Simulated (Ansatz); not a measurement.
# BeSe: the cost of one run

Computed with Ansatz 0.2.0 (DFT HSE06, scalar-relativistic, plane waves, PAW).

1 further run of the same task is left out (set aside as unsound or not needed).

## 1. The system as given

Symmetry: F-43m, No. 216, cubic system. Conventional cell: a = 5.178 Å, b = 5.178 Å, c = 5.178 Å, α = 90.00°, β = 90.00°, γ = 90.00°. Around Be (site symmetry -43m) lie 4 Se at 2.24 Å. Around Se (site symmetry -43m) lie 4 Be at 2.24 Å.

Structure file:

```xyz
2
Lattice="0.0000 2.5888 2.5888 2.5888 0.0000 2.5888 2.5888 2.5888 0.0000" Properties=species:S:1:pos:R:3 pbc="T T T"
Be    0.0000    0.0000    0.0000
Se    3.8832    3.8832    3.8832
```

The cell was relaxed beforehand at this level, from a generated guess; it is a trial structure. At a tolerance of 0.02 Å it has space group F-43m (No. 216); it has 17.35 Å³/atom, an uncorrected energy of -0.80 eV/atom over the elements and, on its mesh, gap 2.67 eV.

## 2. The same geometry with HSE06

The input, input.yaml:

```yaml
crystal:
  lattice:
    - [0.0, 2.5887748633, 2.5887748633]
    - [2.5887748633, 0.0, 2.5887748633]
    - [2.5887748633, 2.5887748633, 0.0]
  atoms:
    - { symbol: Be, position: [0.0, 0.0, 0.0] }
    - { symbol: Se, position: [0.75, 0.75, 0.75] }
basis:
  ecutwfc: 420
kpoints:
  mp_grid: { grid: [6, 6, 6] }
  band_path:
    path:
      - [[0.0, 0.0, 0.0], [-0.5, -0.5, 0.0], [-0.375, -0.375, 0.25]]
      - [[-0.375, 0.0, 0.375], [0.0, 0.0, 0.0], [0.0, 0.0, 0.5], [-0.5, -0.25, 0.25], [-0.5, -0.5, 0.0]]
    npoints: 4
hamiltonian:
  xc: hse06
scf:
  occupations: { method: gaussian, width: 0.02 }
output:
  forces: true
  stress: true
  eigenvalues: true
  populations: true
  dos: { projected: true, de: 0.02 }
  bader: false
  write_density: true
  write_potential: true
  elf: true
  volumetric_format: npy
```

On the command line:

```console
$ ansatz run input.yaml --threads 1 --pin off --max-ram 2560MiB --backend cpu --events-out ev --progress --plain --runs-dir out
```

What time and memory should one allow on 1 thread of Intel Xeon Platinum 8259CL at 2.50GHz (Skylake/Cascade Lake), shared host?

About 4.9 min, with a peak of 1.1 GiB.
